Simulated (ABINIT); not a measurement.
Runs of ABINIT 10.8.3 (patched build) on TiO2. The structure is tetragonal, space group P4_2/mnm (No. 136). Conventional cell: a = 4.600 Å, b = 4.600 Å, c = 2.959 Å, α = 90.00°, β = 90.00°, γ = 90.00°. Ti (site symmetry mmm) has 6 O at 1.95 to 1.98 Å as nearest neighbours. O (site symmetry m2m) has 3 Ti at 1.95 to 1.98 Å as nearest neighbours. The cell is a database's computed one.

```tsv
task	level	potentials or basis	cell	k mesh	cell freedom (optcell)	cutoff smearing ecutsm (Ha)	optimiser (ionmov)	force stop (Ha/bohr)	mesh quality	gap on the mesh (eV)	pressure (GPa)	relaxed volume (Å³/atom)	largest force (eV/Å)
single point	LDA	JTH PAW LDA v2.0	as given	4 × 4 × 5	-	-	-	-	coarse	1.77	-8.8	-	0.13
band structure	PBE	JTH PAW PBE v2.0	as given	6 × 6 × 9	-	-	-	-	not flagged	1.86	4.5	-	0.01
single point	LDA	JTH PAW LDA v2.0	as given	2 × 2 × 4	-	-	-	-	coarse	1.74	(a)	-	0.14
single point	LDA	JTH PAW LDA v2.0	as given	5 × 5 × 7	-	-	-	-	not flagged	1.77	-8.8	-	(b)
relaxation of cell and atoms	PBEsol	JTH PAW PBE v2.0	relaxed	4 × 4 × 5	2	0.5	2	5e-05	coarse	1.85	0.0	10.36	-
relaxation of cell and atoms	LDA	JTH PAW LDA v2.0	relaxed	5 × 5 × 8	2	0.5	2	5e-05	not flagged	1.85	0.0	10.08	-
single point	PBEsol	JTH PAW PBE v2.0	as given	4 × 4 × 5	-	-	-	-	coarse	1.82	-2.2	-	0.05
```

Alike in all rows: no spin polarisation; cutoff (eV) 626; smearing fermi-dirac 0.05 eV.

Problem. Estimate the missing entries.

Solution. (a) -8.5; (b) 0.12.

Caveats: some runs use coarse meshes; an odd mesh through Γ misses points on the zone boundary, where band edges often lie (some runs); the PAW data sets were made with another functional, which shifts forces and pressure a little (some runs).

Not every run made on this cell is shown here.
